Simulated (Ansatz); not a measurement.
# Ta2NF2 MXene monolayer in a perpendicular field, part 3 of 3

Wanted: the out-of-plane response of the Ta2NF2 MXene monolayer. A positive field points along +c.

Ansatz 0.2.0; plane-wave DFT, PBE-D3(BJ), Ansatz PAW (the session's first sound run).

So far. Step 8 (Single point, field 0.3 V/Å): The dipole is 0.0822 e·Å. Step 9 (Response, atoms held): The induced dipole is that of a conductor 5.31 Å thick.

## (10) Relaxing in the field, field 0.1 V/Å

This step: plane-wave DFT, PBE-D3(BJ), Ansatz PAW (Ansatz 0.2.0).

Now the atoms may follow the field. A weak field makes forces of meV/Å to tens of meV/Å, so the force tolerance is set well below the usual one.

input.yaml reads:

```yaml
crystal:
  lattice:
    - [3.2809467097, 0.0, 0.0]
    - [-1.6404733549, 2.8413831991, 0.0]
    - [0.0, 0.0, 22.6624663511]
  atoms:
    - { symbol: F, position: [0.3333333333, 0.6666666667, 0.3971324154] }
    - { symbol: Ta, position: [0.6666666667, 0.3333333333, 0.4561209388] }
    - { symbol: "N", position: [0.0, 0.0, 0.5] }
    - { symbol: Ta, position: [0.3333333333, 0.6666666667, 0.5438790612] }
    - { symbol: F, position: [0.6666666667, 0.3333333333, 0.6028675846] }
kpoints:
  mp_grid: { grid: [12, 12, 1] }
hamiltonian:
  xc: pbe
  dispersion: d3bj
scf:
  occupations: { method: fermi_dirac, width: 0.02585 }
  convergence: { dr2_threshold: 1.0e-10 }
efield:
  axis: 3
  dipole_correction: true
  ramp_position: 0.9237
  ramp_width: 0.1527
  amplitude: 0.1
relax:
  f_tol: 0.001
  max_steps: 60
output:
  write_potential: true
  write_density: true
  volumetric_format: npy
```

Command:

```console
$ ansatz run input.yaml --threads 4 --pin off --max-ram 6144MiB --backend cpu --events-out ev --progress --plain --runs-dir out
```

Numbers of over 12 decimals in the logs are rounded to 6 here.

The log of the run:

```text
[...]
Crystal: 5 atoms, lattice volume = 211.269 Å³
Basis set: ecut = 420 eV, 4215 PW (Γ), exchange–correlation on 48×48×320 points (8 copies of the dense FFT grid, shifted against one another)
Bands: 28, of which v1, the nominal top of the filled ones, is band 23 counted from 1 (22 counted from 0)
Symmetry: 6 space group operations
k-points: 19 of 144 (time reversal used)
[...]
SCF iter   1: F=—  HF=-21871.792796 eV  |F-HF|=—  |Δ(HF+E_count)|=         —  Δρ=6.74e-2  dr2=1.37e1  ethr=3.10e-3  p=0.031 e·Å  D=2.63e-2 V/Å  ΔV_dip=-0.60 eV  dr2_dipole=1.78e-4  V_vac-E_F(+/−)=6.55/5.30 eV  ⟨swp⟩=9.1  Hψ=3042  notcnv=0
[...]
SCF iter  11: F=-21868.258029 eV  HF=-21868.258029 eV  |F-HF|=1.50e-9  |Δ(HF+E_count)|=   2.52e-8  Δρ=2.02e-7  dr2=5.35e-11  ethr=1.00e-12  p=0.027 e·Å  D=2.34e-2 V/Å  ΔV_dip=-0.53 eV  dr2_dipole=2.24e-12  V_vac-E_F(+/−)=4.22/2.91 eV  ⟨swp⟩=7.4  Hψ=3812  notcnv=0
SCF 1 converged in 11 iterations: F = -21868.258029 eV  dr2 = 5.35e-11
[...]
relax step   1: F+E_penalty+E_count = -21868.25802896 eV  Δ(F+E_penalty+E_count) = +0.000e0 eV  max|allowed force component| = 5.005e-2 eV/Å  Δτ_max = 0.0000 Å  (11 SCF iters, accepted)
[...]
SCF iter   7: F=-21868.258120 eV  HF=-21868.258120 eV  |F-HF|=6.08e-10  |Δ(HF+E_count)|=   1.90e-8  Δρ=2.24e-7  dr2=7.33e-11  ethr=1.00e-12  p=0.030 e·Å  D=2.58e-2 V/Å  ΔV_dip=-0.59 eV  dr2_dipole=6.47e-13  V_vac-E_F(+/−)=4.19/2.93 eV  ⟨swp⟩=9.4  Hψ=3496  notcnv=0
SCF 2 converged in 7 iterations: F = -21868.258120 eV  dr2 = 7.33e-11
relax step   2: F+E_penalty+E_count = -21868.25812043 eV  Δ(F+E_penalty+E_count) = -9.147e-5 eV  max|allowed force component| = 3.205e-2 eV/Å  Δτ_max = 0.0046 Å  (7 SCF iters, accepted)
SCF iter   1: F=—  HF=-21868.258207 eV  |F-HF|=—  |Δ(HF+E_count)|=         —  Δρ=1.00e-4  dr2=1.61e-5  ethr=5.56e-7  p=0.030 e·Å  D=2.58e-2 V/Å  ΔV_dip=-0.59 eV  dr2_dipole=8.52e-7  V_vac-E_F(+/−)=4.20/2.94 eV  ⟨swp⟩=2.0  Hψ=1056  notcnv=0  defer=13
[...]
SCF iter   7: F=-21868.258155 eV  HF=-21868.258155 eV  |F-HF|=1.09e-10  |Δ(HF+E_count)|=   1.86e-9  Δρ=6.62e-8  dr2=5.77e-12  ethr=1.00e-12  p=0.030 e·Å  D=2.53e-2 V/Å  ΔV_dip=-0.57 eV  dr2_dipole=6.50e-16  V_vac-E_F(+/−)=4.20/2.93 eV  ⟨swp⟩=9.1  Hψ=3377  notcnv=0
SCF 3 converged in 7 iterations: F = -21868.258155 eV  dr2 = 5.77e-12
relax step   3: F+E_penalty+E_count = -21868.25815500 eV  Δ(F+E_penalty+E_count) = -3.457e-5 eV  max|allowed force component| = 6.688e-3 eV/Å  Δτ_max = 0.0016 Å  (7 SCF iters, accepted)
[...]
relax step   4: F+E_penalty+E_count = -21868.25815594 eV  Δ(F+E_penalty+E_count) = -9.417e-7 eV  max|allowed force component| = 5.310e-3 eV/Å  Δτ_max = 0.0001 Å  (5 SCF iters, accepted)
SCF iter   1: F=—  HF=-21868.258205 eV  |F-HF|=—  |Δ(HF+E_count)|=         —  Δρ=2.95e-5  dr2=2.02e-6  ethr=3.25e-8  p=0.030 e·Å  D=2.53e-2 V/Å  ΔV_dip=-0.57 eV  dr2_dipole=1.38e-7  V_vac-E_F(+/−)=4.20/2.93 eV  ⟨swp⟩=2.0  Hψ=1076  notcnv=0  defer=12
[...]
SCF iter   6: F=-21868.258158 eV  HF=-21868.258158 eV  |F-HF|=3.35e-10  |Δ(HF+E_count)|=   3.88e-9  Δρ=6.96e-8  dr2=7.31e-12  ethr=1.00e-12  p=0.030 e·Å  D=2.53e-2 V/Å  ΔV_dip=-0.57 eV  dr2_dipole=2.30e-13  V_vac-E_F(+/−)=4.20/2.93 eV  ⟨swp⟩=8.6  Hψ=3222  notcnv=0
SCF 5 converged in 6 iterations: F = -21868.258158 eV  dr2 = 7.31e-12
relax step   5: F+E_penalty+E_count = -21868.25815763 eV  Δ(F+E_penalty+E_count) = -1.688e-6 eV  max|allowed force component| = 9.859e-4 eV/Å  Δτ_max = 0.0004 Å  (6 SCF iters, accepted)
[...]
the band table was solved once a step of the walk had ended and its energy, with any forces and stress, was formed, with the checks that follow a solve (3285 applications of the Hamiltonian). They found nothing against the state; the energy, forces and stress were not computed again (output.eigenvalues in the input reference)
[...]
SCF converged after 6 iterations
Free energy (F): -21868.258158 eV
[...]
Internal energy: -21868.253101 eV  (E = F + TS)
E sigma→0 (E₀):  -21868.255629 eV
Entropy (-TS):   -0.005057 eV (-1.011 meV/atom)
Fermi energy:    1.967320 eV
Dipole field:    D = 0.025326 V/Å  (p = 0.029569 e·Å, saw-weighted, corrected)
Work function:   not extracted (applied field tilts the vacuum); planar V_es + V_field profile in the machine report
[...]
--- Forces (eV/Å), atoms counted from 1 ---
  atom   1  F      0.00000000     0.00000000    -0.00017375
  atom   2  Ta    -0.00000000     0.00000000     0.00098667
  atom   3  N     -0.00000000    -0.00000000    -0.00056176
  atom   4  Ta     0.00000000    -0.00000000     0.00030140
  atom   5  F     -0.00000000    -0.00000000    -0.00054876
  max |Σ_I F_I| component: 3.80e-6 eV/Å
--- Band table (eV; the first three rows and the last of 19) ---
  k-point 0: bands = [... 19 lower, -4.4795, -0.4506, -0.4506, 1.2985, 1.8688, 3.0517, 3.5723, 3.5723, ... 1 higher]
  k-point 1: bands = [... 19 lower, -4.4498, -0.6245, -0.3116, 1.4754, 2.2003, 2.8706, 3.1234, 3.5559, ... 1 higher]
  k-point 2: bands = [... 19 lower, -4.4324, -0.9709, 0.0792, 1.6051, 2.6367, 2.8351, 3.1248, 3.6001, ... 1 higher]
  k-point 18: bands = [... 19 lower, -4.6112, 0.3208, 0.3329, 0.4154, 4.0192, 4.0298, 4.2860, 5.2143, ... 1 higher]
--- Relaxed structure (5 steps of the walk, 5 accepted, 0 SCFs on fresh bases) ---
  F+E_penalty+E_count = -21868.25815763 eV   max|allowed force component| = 9.859e-4 eV/Å
  atoms:
    - { symbol: F, position: [0.333333, 0.666667, 0.397001] }
    - { symbol: Ta, position: [0.666667, 0.333333, 0.456168] }
    - { symbol: N, position: [0, 0, 0.500034] }
    - { symbol: Ta, position: [0.333333, 0.666667, 0.543980] }
    - { symbol: F, position: [0.666667, 0.333333, 0.602817] }
```

The job ended after 8.1 s (4 threads of Intel Xeon Platinum 8559C (Emerald Rapids), shared host; peak memory 0.54 GiB; 29 s of CPU time).

No atom moved by 0.005 Å in the relaxation.

Numbers from this step:

- energy at zero smearing: -21868.2556 eV
- dipole along the normal: 0.02957 e·Å

The relaxation took 5 steps and lowered the energy by 1.3e-4 eV; the largest force on the free atoms ends at 9.9e-4 eV/Å.

The dipole is 0.0296 e·Å.

## (11) Field on, atoms free, field -0.1 V/Å

The opposite sign, again from the field-free geometry; the difference of the two cancels what relaxes without a field.

Edit input.yaml of step 10 so:

```diff
@@ -24,3 +24,3 @@
   ramp_width: 0.1527
-  amplitude: 0.1
+  amplitude: -0.1
 relax:
```

The log of the run:

```text
[...]
Crystal: 5 atoms, lattice volume = 211.269 Å³
Basis set: ecut = 420 eV, 4215 PW (Γ), exchange–correlation on 48×48×320 points (8 copies of the dense FFT grid, shifted against one another)
Bands: 28, of which v1, the nominal top of the filled ones, is band 23 counted from 1 (22 counted from 0)
Symmetry: 6 space group operations
k-points: 19 of 144 (time reversal used)
[...]
--- Relaxed structure (5 steps of the walk, 5 accepted, 0 SCFs on fresh bases) ---
  F+E_penalty+E_count = -21868.25815764 eV   max|allowed force component| = 9.858e-4 eV/Å
  atoms:
    - { symbol: F, position: [0.333333, 0.666667, 0.397183] }
    - { symbol: Ta, position: [0.666667, 0.333333, 0.456020] }
    - { symbol: N, position: [0, 0, 0.499966] }
    - { symbol: Ta, position: [0.333333, 0.666667, 0.543832] }
    - { symbol: F, position: [0.666667, 0.333333, 0.602999] }
[key lines of the parts left out:]
SCF converged after 6 iterations
Free energy (F): -21868.258158 eV
Fermi energy:    1.967490 eV
Dipole field:    D = -0.025326 V/Å  (p = -0.029569 e·Å, saw-weighted, corrected)
```

Wall time 7 s (4 threads); peak memory 0.57 GiB; 25 s of CPU time.

No atom moved by 0.005 Å in the relaxation.

This step gave:

```yaml
dipole_along_the_normal: -0.02957 e·Å
```

The relaxation took 5 steps and lowered the energy by 1.3e-4 eV; the largest force on the free atoms ends at 9.9e-4 eV/Å.

The dipole is -0.0296 e·Å.

## (12) Response, atoms relaxed

This step: plane-wave DFT, PBE-D3(BJ), Ansatz PAW; response to a field along the normal, atoms relaxed (Ansatz 0.2.0).

The same analysis on the two relaxed runs holds the ionic part too; their mesh is coarser, so small differences from the held value can come from that.

This step gave:

```yaml
equivalent_conductor_thickness_p_eps_0ae: 5.739 Å
distance_between_the_outer_atoms: 4.664 Å
```

The dipole of the cell by applied field:

| applied field (V/Å) | dipole of the cell (e·Å) |
| --- | --- |
| -0.1000 | -0.0296 |
| 0.1000 | 0.0296 |

Local field over the applied field, running mean. From the potentials at -0.1 and 0.1 V/Å; running mean over 2.5 Å. The local field over applied field by z:

| z (Å) | local field over applied field |
| --- | --- |
| 4.5 | 0.999 |
| 5.0 | 0.999 |
| 5.5 | 0.997 |
| 6.0 | 0.991 |
| 6.5 | 0.973 |
| 7.0 | 0.894 |
| 7.5 | 0.777 |
| 8.0 | 0.808 |
| 8.5 | 0.653 |
| 9.0 | 0.353 |
| 9.5 | 0.110 |
| 10.0 | 0.0916 |
| 10.5 | -0.0543 |
| 11.0 | -0.142 |
| 11.5 | -0.174 |
| 12.0 | -0.101 |
| 12.5 | 0.0517 |
| 13.0 | 0.128 |
| 13.5 | 0.240 |
| 14.0 | 0.564 |
| 14.5 | 0.802 |
| 15.0 | 0.786 |
| 15.5 | 0.827 |
| 16.0 | 0.961 |
| 16.5 | 0.987 |
| 17.0 | 0.995 |
| 17.5 | 0.998 |
| 18.0 | 0.999 |
| 18.5 | 1.000 |

Electrons, planar mean, per unit field. Induced electron density against z:

| z (Å) | induced electron density (e/Å³ per V/Å) |
| --- | --- |
| 4.11 | 2.3e-6 |
| 4.53 | 2.1e-6 |
| 4.96 | 5.8e-6 |
| 5.24 | 9.1e-6 |
| 5.67 | 2.2e-5 |
| 6.09 | 4.5e-5 |
| 6.52 | 1.1e-4 |
| 6.80 | 2.0e-4 |
| 7.22 | 5.3e-4 |
| 7.65 | 0.00158 |
| 8.07 | 0.00589 |
| 8.36 | 0.0163 |
| 8.78 | 0.0343 |
| 9.21 | -0.0342 |
| 9.63 | -0.0345 |
| 9.91 | -0.0260 |
| 10.34 | -0.00144 |
| 10.76 | 0.0146 |
| 11.19 | 0.00503 |
| 11.47 | -0.00503 |
| 11.90 | -0.0146 |
| 12.32 | 0.00144 |
| 12.75 | 0.0260 |
| 13.03 | 0.0345 |
| 13.46 | 0.0342 |
| 13.88 | -0.0343 |
| 14.31 | -0.0163 |
| 14.59 | -0.00589 |
| 15.01 | -0.00158 |
| 15.44 | -5.3e-4 |
| 15.86 | -2.0e-4 |
| 16.15 | -1.1e-4 |
| 16.57 | -4.5e-5 |
| 17.00 | -2.2e-5 |
| 17.42 | -9.1e-6 |
| 17.71 | -5.8e-6 |
| 18.13 | -2.1e-6 |
| 18.55 | -2.3e-6 |

The induced dipole is that of a conductor 5.74 Å thick.

## (13) Varying the input

This step: plane-wave DFT, PBE-D3(BJ), Ansatz PAW, but for the change named below (Ansatz 0.2.0).

A run with a changed input: it repeats the earlier run at 0.05 V/Å with magnetization to spin_polarized: true, scf.eigensolver.kind to davidson and basis.precision to f64.

input.yaml reads:

```yaml
crystal:
  lattice:
    - [3.2809467097, 0.0, 0.0]
    - [-1.6404733549, 2.8413831991, 0.0]
    - [0.0, 0.0, 22.6624663511]
  atoms:
    - { symbol: F, position: [0.3333333333, 0.6666666667, 0.3971324154], spin: 2.0 }
    - { symbol: Ta, position: [0.6666666667, 0.3333333333, 0.4561209388], spin: 1.0 }
    - { symbol: "N", position: [0.0, 0.0, 0.5], spin: 2.0 }
    - { symbol: Ta, position: [0.3333333333, 0.6666666667, 0.5438790612], spin: 2.0 }
    - { symbol: F, position: [0.6666666667, 0.3333333333, 0.6028675846], spin: 2.0 }
kpoints:
  mp_grid: { grid: [18, 18, 1] }
  band_path:
    path: [[0, 0, 0], [0.5, 0, 0], [0.33333333, 0.33333333, 0], [0, 0, 0]]
    npoints: 16
hamiltonian:
  xc: pbe
  dispersion: d3bj
scf:
  occupations: { method: fermi_dirac, width: 0.02585 }
  convergence: { dr2_threshold: 1.0e-10 }
  eigensolver: { kind: davidson }
efield:
  axis: 3
  dipole_correction: true
  ramp_position: 0.97
  ramp_width: 0.06
  amplitude: 0.05
output:
  write_potential: true
  write_density: true
  volumetric_format: npy
magnetization:
  spin_polarized: true
basis:
  precision: f64
```

The log of the run:

```text
Warning: where an SCF of this run starts from atoms to list the orders of its open shells, F (sites 0, 4, from 0) starts with 1.00 μB on its 2p shell, in the place of the 2.00 μB that the deck gives it: its open shells can hold no more by Hund's first rule. To start from spheres of the given moment, type scf.initial_density.shell_occupations: []
[...]
Crystal: 5 atoms, lattice volume = 211.269 Å³
Basis set: ecut = 420 eV, 4215 PW (Γ)
Bands: 33, of which v1, the nominal top of the filled ones, is band 23 counted from 1 (22 counted from 0)
Symmetry: 6 space group operations
k-points: 37 of 324 (time reversal used)
[...]
Starting moments: Σ|m| = 9 μB on 5 of 5 sites
[...]
SCF iter   2: F=—  HF=-21865.147346 eV  |F-HF|=—  |Δ(HF+E_count)|=    1.98e0  Δρ=4.27e-2 (↑3.45e-2 ↓4.27e-2)  dr2=1.67e0  dr2_m=2.68e0  M=0.258 μB ∫|m|=0.368 μB  β_m=0.56  ethr=1.23e-2  p=0.015 e·Å  D=1.31e-2 V/Å  ΔV_dip=-0.30 eV  dr2_dipole=6.43e-6  V_vac-E_F(+/−)=4.47/3.74 eV  ⟨swp⟩=4.9  Hψ=5544  notcnv=0  defer=83
density mixer auto → msr1: a metal under ldos (density of states about μ 0.90 of a free-electron gas's, 14 screened modes)
[...]
SCF iter  14: F=-21868.256833 eV  HF=-21868.256833 eV  |F-HF|=3.64e-11  |Δ(HF+E_count)|=  7.28e-12  Δρ=2.28e-8 (↑2.17e-8 ↓2.28e-8)  dr2=3.38e-12  dr2_m=3.39e-13  M=-0.000 μB ∫|m|=0.000 μB  ethr=1.00e-12  p=0.014 e·Å  D=1.17e-2 V/Å  ΔV_dip=-0.27 eV  dr2_dipole=4.07e-13  V_vac-E_F(+/−)=3.96/3.19 eV  ⟨swp⟩=2.0  Hψ=4128  notcnv=0
SCF 1 converged in 14 iterations: F = -21868.256833 eV  dr2 = 3.38e-12
[...]
SCF converged after 14 iterations
Magnetization: -0.0000 μB (22.5000 up, 22.5000 down)
Absolute magnetization: 0.0000 μB (∫|ρ↑−ρ↓|, with the PAW one-centre terms)
[...]
Per-site moments (μB) at R_I (Å): [(-1.4088463533455541e-9, 0.956369), (-1.7699505676088313e-7, 0.882504), (-1.7585711069128682e-7, 0.882504), (1.446407395751529e-7, 0.882504), (-7.714388283919554e-9, 0.956369)]
Free energy (F): -21868.256833 eV
[...]
Internal energy: -21868.254032 eV  (E = F + TS)
E sigma→0 (E₀):  -21868.255433 eV
Entropy (-TS):   -0.002802 eV (-0.560 meV/atom)
Fermi energy:    1.979896 eV
Dipole field:    D = 0.011707 V/Å  (p = 0.013668 e·Å, saw-weighted, corrected)
Work function:   not extracted (applied field tilts the vacuum); planar V_es + V_field profile in the machine report
[...]
--- Band table (eV; the first three rows and the last of 74) ---
  k-point 0 ↑: bands = [... 19 lower, -4.4771, -0.4484, -0.4484, 1.3031, 1.8706, 3.0636, 3.5810, 3.5810, ... 6 higher]
  k-point 1 ↑: bands = [... 19 lower, -4.4618, -0.5319, -0.3860, 1.3901, 2.0294, 2.9690, 3.3070, 3.5702, ... 6 higher]
  k-point 2 ↑: bands = [... 19 lower, -4.4345, -0.7298, -0.2045, 1.5682, 2.4020, 2.8125, 2.9994, 3.5668, ... 6 higher]
  k-point 36 ↓: bands = [... 19 lower, -4.6066, 0.3291, 0.3310, 0.4185, 4.0303, 4.0321, 4.2952, 5.2222, ... 6 higher]
```

Wall time 19 s (4 threads); peak memory 0.82 GiB; 73 s of CPU time.

This step gave:

| Item | Value |
| --- | --- |
| energy at zero smearing | -21868.2554 eV |
| dipole along the normal | 0.01367 e·Å |

Deep bands are left out, so band numbers here count from the lowest band kept and differ from the log's. Electronic bands along the path, in eV, zero at the Fermi level; # counts the bands kept:

| point | up #8 | up #9 | up #10 | up #11 | down #8 | down #9 | down #10 | down #11 |
| --- | --- | --- | --- | --- | --- | --- | --- | --- |
| Γ | -2.43 | -0.68 | -0.11 | 1.08 | -2.43 | -0.68 | -0.11 | 1.08 |
| halfway | -1.32 | -0.50 | 0.72 | 1.32 | -1.32 | -0.50 | 0.72 | 1.32 |
| M | 0.28 | 0.35 | 1.01 | 1.73 | 0.28 | 0.35 | 1.01 | 1.73 |
| halfway | -0.70 | -0.41 | 1.98 | 2.03 | -0.70 | -0.41 | 1.98 | 2.03 |
| K | -1.65 | -1.56 | 2.05 | 2.05 | -1.65 | -1.56 | 2.05 | 2.05 |
| halfway | -1.98 | 0.25 | 0.84 | 1.32 | -1.98 | 0.25 | 0.84 | 1.32 |
| Γ | -2.43 | -0.68 | -0.11 | 1.08 | -2.43 | -0.68 | -0.11 | 1.08 |

| quantity | this run | earlier run | difference |
| --- | --- | --- | --- |
| dipole along the normal (e·Å) | 0.01367 | 0.01367 | 2.8e-6 |

The dipole moves by under 0.5 % or 5e-5 e·Å. The run took 14 SCF cycles against 12.

Of the bands kept, 6 cross the Fermi level on this path, both spins counted.

## (14) The same run with other settings: basis.ecutrho_ratio = 8

This step: plane-wave DFT, PBE-D3(BJ), Ansatz PAW (Ansatz 0.2.0).

Another changed input: it repeats the earlier run at 0.05 V/Å with basis.ecutrho_ratio to 8.

input.yaml, the sections that differ from step 13:

```yaml
crystal:
  lattice:
    - [3.2809467097, 0.0, 0.0]
    - [-1.6404733549, 2.8413831991, 0.0]
    - [0.0, 0.0, 22.6624663511]
  atoms:
    - { symbol: F, position: [0.3333333333, 0.6666666667, 0.3971324154] }
    - { symbol: Ta, position: [0.6666666667, 0.3333333333, 0.4561209388] }
    - { symbol: "N", position: [0.0, 0.0, 0.5] }
    - { symbol: Ta, position: [0.3333333333, 0.6666666667, 0.5438790612] }
    - { symbol: F, position: [0.6666666667, 0.3333333333, 0.6028675846] }
scf:
  occupations: { method: fermi_dirac, width: 0.02585 }
  convergence: { dr2_threshold: 1.0e-10 }
basis:
  ecutrho_ratio: 8
# kpoints, hamiltonian, efield, output: as in step 13
# magnetization: removed
```

The log of the run:

```text
[...]
Crystal: 5 atoms, lattice volume = 211.269 Å³
Basis set: ecut = 420 eV, 4215 PW (Γ)
Bands: 28, of which v1, the nominal top of the filled ones, is band 23 counted from 1 (22 counted from 0)
Symmetry: 6 space group operations
k-points: 37 of 324 (time reversal used)
[...]
SCF iter   1: F=—  HF=-21871.790061 eV  |F-HF|=—  |Δ(HF+E_count)|=         —  Δρ=6.73e-2  dr2=1.36e1  ethr=3.10e-3  p=0.015 e·Å  D=1.31e-2 V/Å  ΔV_dip=-0.30 eV  dr2_dipole=4.38e-5  V_vac-E_F(+/−)=6.35/5.62 eV  ⟨swp⟩=9.1  Hψ=5905  notcnv=0
[...]
SCF iter  12: F=-21868.256744 eV  HF=-21868.256744 eV  |F-HF|=4.00e-11  |Δ(HF+E_count)|=  8.62e-10  Δρ=1.37e-7  dr2=2.77e-11  ethr=1.00e-12  p=0.014 e·Å  D=1.17e-2 V/Å  ΔV_dip=-0.27 eV  dr2_dipole=8.12e-13  V_vac-E_F(+/−)=3.96/3.19 eV  ⟨swp⟩=9.5  Hψ=4933  notcnv=0
SCF 1 converged in 12 iterations: F = -21868.256744 eV  dr2 = 2.77e-11
[...]
SCF converged after 12 iterations
Free energy (F): -21868.256744 eV
[...]
Internal energy: -21868.253942 eV  (E = F + TS)
E sigma→0 (E₀):  -21868.255343 eV
Entropy (-TS):   -0.002802 eV (-0.560 meV/atom)
Fermi energy:    1.979807 eV
Dipole field:    D = 0.011706 V/Å  (p = 0.013667 e·Å, saw-weighted, corrected)
Work function:   not extracted (applied field tilts the vacuum); planar V_es + V_field profile in the machine report
[...]
--- Band table (eV; the first three rows and the last of 37) ---
  k-point 0: bands = [... 19 lower, -4.4772, -0.4485, -0.4485, 1.3029, 1.8705, 3.0635, 3.5809, 3.5809, ... 1 higher]
  k-point 1: bands = [... 19 lower, -4.4619, -0.5320, -0.3861, 1.3899, 2.0293, 2.9688, 3.3068, 3.5701, ... 1 higher]
  k-point 2: bands = [... 19 lower, -4.4346, -0.7299, -0.2046, 1.5681, 2.4019, 2.8124, 2.9992, 3.5667, ... 1 higher]
  k-point 36: bands = [... 19 lower, -4.6067, 0.3290, 0.3309, 0.4184, 4.0302, 4.0320, 4.2951, 5.2221, ... 1 higher]
```

Run time: 8 s. Hardware: 4 threads; peak memory 0.74 GiB.

This step gave:

```yaml
energy_at_zero_smearing: -21868.2553 eV
```

The electronic bands at the labelled points (eV, zero at the Fermi level):

| point | band 20 | band 21 | band 22 | band 23 | band 24 | band 25 | band 26 | band 27 |
| --- | --- | --- | --- | --- | --- | --- | --- | --- |
| Γ | -6.46 | -2.43 | -2.43 | -0.68 | -0.11 | 1.08 | 1.60 | 1.60 |
| halfway | -6.47 | -3.31 | -1.32 | -0.50 | 0.72 | 1.32 | 1.80 | 1.89 |
| M | -6.45 | -3.91 | 0.28 | 0.35 | 1.01 | 1.73 | 2.25 | 2.86 |
| halfway | -6.52 | -3.21 | -0.70 | -0.41 | 1.98 | 2.03 | 2.04 | 2.86 |
| K | -6.59 | -1.65 | -1.65 | -1.56 | 2.05 | 2.05 | 2.32 | 3.24 |
| halfway | -6.48 | -2.98 | -1.98 | 0.25 | 0.84 | 1.32 | 1.74 | 2.31 |
| Γ | -6.46 | -2.43 | -2.43 | -0.68 | -0.11 | 1.08 | 1.60 | 1.60 |

| quantity | this run | earlier run | difference |
| --- | --- | --- | --- |
| dipole along the normal (e·Å) | 0.01367 | 0.01367 | 1.3e-6 |

The dipole moves by under 0.5 % or 5e-5 e·Å.

Of the bands kept, 3 cross the Fermi level on this path.

## (15) Outcome

```json
{
  "gap without field": "none",
  "work function, upper face": "3.59 eV",
  "equivalent conductor thickness, atoms held": "5.31 Å",
  "equivalent conductor thickness, atoms relaxed": "5.74 Å"
}
```

What this shows: The induced dipole equals that of a perfect conductor 5.31 Å thick, while the outer atoms lie 4.66 Å apart. Letting the atoms follow the field adds 0.43 Å to the equivalent conductor thickness: the ionic part of the response. There is no gap over 0.03 eV, with or without the field. The first relaxation ran with spin and lost its moment, and the later runs have none; other magnetic states were not tried. Spin-orbit coupling is left out, which matters for the bands of elements this heavy. The MXene's terminations sit over the metal atoms of its far layer; the site over carbon or nitrogen, which some compounds prefer, was not run.

[Logs are printed without paths, hosts, clocks, repeated set-up lines and the standing remarks that a program may print on its own settings, such as how far it seeks lower states.]

[Hosts, paths, dates, database ids (printed as entryN), source tags and the programs' standing remarks are cut or masked in the printed files.]

[Maps of the electrostatic potential energy from Ansatz leave out the sawtooth potential of an applied field or a dipole correction, so their vacuum need not be flat; planar profiles and work functions include it.]
